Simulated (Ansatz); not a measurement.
Cu:

```
CELL_PARAMETERS angstrom
0.00000 1.80750 1.80750
1.80750 0.00000 1.80750
1.80750 1.80750 0.00000
ATOMIC_POSITIONS crystal
Cu 0.00000 0.00000 0.00000
```

```yaml
Program: Ansatz 0.2.0
Task: relaxation of cell and atoms
Functional: PBE
Dispersion: D3(BJ)
Potentials_or_basis: Ansatz PAW
Cutoff: "420 eV (not typed: the program's choice for these potentials)"
k_mesh: 13 × 13 × 13
Occupations: fermi-dirac, width 0.05 eV
Spin: no spin polarisation
```

At the start: volume 11.81 Å³/atom.

How do energy, volume and symmetry change on relaxing?

It ends after 7 steps and the volume is 11.30 Å³/atom (-4.3 %); space group Fm-3m (No. 225, to 0.05 Å).

The path:
```
step  energy change (eV)  largest force (eV/Å)  volume (Å³)
   1              0.0000                0.0000        11.81
   2             -0.0085                0.0000        11.55
   3             -0.0113                0.0000        11.28
   4             -0.0113                0.0000        11.30
   5             -0.0108                0.0000        11.30
   6             -0.0108                0.0000        11.30
   7             -0.0108                0.0000        11.30
```

Final structure:
```
Cu
1.0
     0.00000    1.78133    1.78133
     1.78133    0.00000    1.78133
     1.78133    1.78133    0.00000
Cu
1
Direct
  0.00000 0.00000 0.00000
```

Caveat: the plane-wave basis is chosen anew once the cell has moved, so the energies of steps on either side of that aren't comparable.
